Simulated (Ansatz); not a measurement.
Here is an Ansatz 0.2.0 calculation.

Contents of input.yaml:

```yaml
crystal:
  lattice:
    - [2.2675, 1.3091417354, 3.938]
    - [-2.2675, 1.3091417354, 3.938]
    - [0.0, -2.6182834708, 3.938]
  atoms:
    - { symbol: Bi, position: [0.766, 0.766, 0.766] }
    - { symbol: Bi, position: [0.234, 0.234, 0.234] }
hamiltonian:
  xc: r2scan
  pseudopotentials: { kind: paw }
kpoints:
  mp_grid: { grid: [7, 7, 7] }
scf:
  occupations: { method: fermi_dirac, width: 0.05 }
output:
  forces: true
  stress: true
  eigenvalues: true
relax:
  f_tol: 0.01
  max_steps: 40
  cell: { stress_tol: 0.05, p_target: 30.0 }
```

Potentials or basis: Ansatz PAW.

The run is started by

```console
$ ansatz run input.yaml --threads 2 --pin off --max-ram 5632MiB --backend cpu --events-out ev --progress --plain --runs-dir out
```

**Question.** Predict the band gap on the k mesh.

**Answer.** None (metal or under the smearing width).

**Question.** What does it give for the relaxed volume?

**Answer.** 23.54 Å³/atom.

Final structure:
```yaml
crystal:
  lattice:
    - [1.61096, 0.93009, 5.23802]
    - [-1.61096, 0.93009, 5.23802]
    - [0.00000, -1.86018, 5.23802]
  atoms:
    - { symbol: Bi, position: [0.75000, 0.75000, 0.75000] }
    - { symbol: Bi, position: [0.25000, 0.25000, 0.25000] }
```

Caveat: the volume moved by over 15 % at a fixed basis, so the end points are rough; spin-orbit coupling is left out, which moves the levels of the heavy elements; the PAW data sets come from PBE, with cores solved anew for the run's functional, which leaves a small shift of forces and pressure.
